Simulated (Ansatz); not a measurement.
## Fitting the HSE06 energy curve of K

It takes space group Im-3m (No. 229, cubic). Conventional cell: a = 5.395 Å, b = 5.395 Å, c = 5.395 Å, α = 90.00°, β = 90.00°, γ = 90.00°.

The cell was scaled at fixed shape and fractions and run with Ansatz, Ansatz PAW polarizable, cutoff 420 eV; HSE06, k mesh 5 × 5 × 5 on the cell of 1 atom, gaussian occupations of 0.05 eV, no spin polarisation, no spin-orbit coupling. The potentials were made for PBE. Energies are those that the program minimises, any entropy of the smearing included. For a metal such a mesh isn't converged to the digits shown.

```tsv
V (Å³/atom)	energy over the lowest row (meV/atom)
73.8075	0.478
75.3779	0.000
76.9482	0.241
78.5186	?
80.0890	2.600
81.6594	4.607
83.2297	7.098
```

Q: Fit the third-order Birch-Murnaghan form, give V0, B0 and B′, and predict the energy left open.

A: With y = (V0/V)^(2/3), E = E0 + (9 V0 B0/16) [(y - 1)³ B′ + (y - 1)² (6 - 4y)]. Least squares through the rows shown give V0 = 75.6154 Å³/atom, E0 = -0.007 meV, B0 = 3.456 GPa (1 eV/Å³ = 160.218 GPa) and B′ = 3.73, with a largest miss of 0.002 meV. At V = 78.5186 the form with these constants gives 1.126 meV; the run gave 1.128 meV an atom.
